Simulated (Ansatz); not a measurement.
**Ionic part of the dielectric constant of AlN at 16 GPa, mode by mode**

Computed with DFT PBE, scalar-relativistic, plane waves, PAW (Ansatz). Settings: 420 eV plane-wave cutoff, Γ-centred 10×10×10 mesh, fixed occupations. No spin polarisation. Phonons by linear response, acoustic sum rule imposed.

It takes space group F-43m (No. 216, cubic). Conventional cell: a = 4.299 Å, b = 4.299 Å, c = 4.299 Å, α = 90.00°, β = 90.00°, γ = 90.00°. Al (site symmetry -43m) has 4 N at 1.86 Å as nearest neighbours. Around N (site symmetry -43m) lie 4 Al at 1.86 Å.

Other phases may be more stable at this pressure.

The primitive cell has V = 19.86 Å³ and ε∞,zz = 4.498. Each polar mode adds Δε = (4.92064×10⁷/V)·S/ν² along z, with S its oscillator strength in e²/amu, ν in cm⁻¹ and V in Å³.

Problem. From these modes, find each Δε and ε0,zz.
| ν (cm⁻¹) | S_zz (e²/amu) |
| --- | --- |
| 703.1 | 0.7 |

Solution.
| ν (cm⁻¹) | Δε |
| --- | --- |
| 703.1 | 3.51 |

The sum is 3.509, so ε0,zz = 8.01; the run's tensor has 8.01.

Problem. Where do the longitudinal modes lie for a wave vector along z?

Solution. At 938 cm⁻¹. The Lyddane–Sachs–Teller product Π(ν_LO/ν_TO)² = 1.78 matches ε0/ε∞ = 1.78.

This zinc-blende form isn't the usual stable structure of the compound at low pressure.

Cost: 1 run of about 0.46 core-minutes, on Arm Neoverse V1 (shared hosts).